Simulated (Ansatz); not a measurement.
**Kick test of a cell of KBr**

The cell was found from a structure generator's guess, not taken from experiment.

The calculation used DFT PBE, scalar-relativistic, plane waves, PAW in Ansatz 0.2.0. Cutoff 420 eV; k points 6×6×2 on the computed 8-atom cell (Γ-centred); Gaussian smearing, width 0.02 eV; no spin polarisation.

The cell below (8 atoms, space group P6_3/mmc (No. 194)) is relaxed within its symmetry.

```
K Br
1.0
     4.68257    0.00000    0.00000
    -2.34129    4.05523    0.00000
     0.00000    0.00000   15.91374
K Br
4 4
Cartesian
  0.0000 2.7035 1.9595
  2.3413 1.3517 9.9164
  0.0000 2.7035 5.9973
  2.3413 1.3517 13.9542
  0.0000 0.0000 0.0000
  0.0000 0.0000 7.9569
  0.0000 2.7035 11.9353
  2.3413 1.3517 3.9784
```

For the test it was strained at random (σ = 1.5 % a component), the atoms were moved at random (σ = 0.05 Å), and all was relaxed again on a coarse 3×3×1 mesh (in the run’s order of axes) with 0.10 eV smearing, with no symmetry imposed.

Task: What happens?

Result: It returns, within 1 meV/atom of the unmoved cell on that mesh and with the same symmetry when read at 0.1 Å (P1 at 0.01 Å, so small strains and shifts remain). No instability shows in this cell; modes of other wave vectors, which need another repeat, aren't tested.
